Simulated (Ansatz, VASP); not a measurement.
**One calculation of K, two programs**

```
K
1.0
     4.90851    0.00000    0.00000
    -2.45425    4.25089    0.00000
     0.00000    0.00000    8.18764
K
2
Direct
  0.33333 0.66667 0.25000
  0.66667 0.33333 0.75000
```

Alike in both runs: task single point; functional PBEsol; k mesh 12 × 12 × 6; occupations gaussian, width 0.1 eV; no spin polarisation.

|  | VASP | Ansatz |
| --- | --- | --- |
| version | VASP 6.6.1 | Ansatz 0.2.0 |
| potentials or method | VASP PAW PBE potentials, release 64 (K_sv) | scalar-relativistic, plane waves, PAW |
| plane-wave cutoff (eV) | 520 | 420 |
| valence electrons in the cell | 18 | 18 |

|  | VASP | Ansatz | Ansatz less VASP |
| --- | --- | --- | --- |
| gap on the k mesh at the Fermi level (eV) | none | none | - |
| pressure (GPa) | -0.5 | -0.5 | +0.01 |
| largest component of the traceless stress (GPa) | 0.06 | 0.06 | 0.000 |

A gap of «none» marks a metal or a gap that the smearing closes. With one functional, cell and mesh, what is left measures potentials, basis and numerics.

Caveats: the PAW data sets were made with another functional, which shifts forces and pressure a little (VASP).
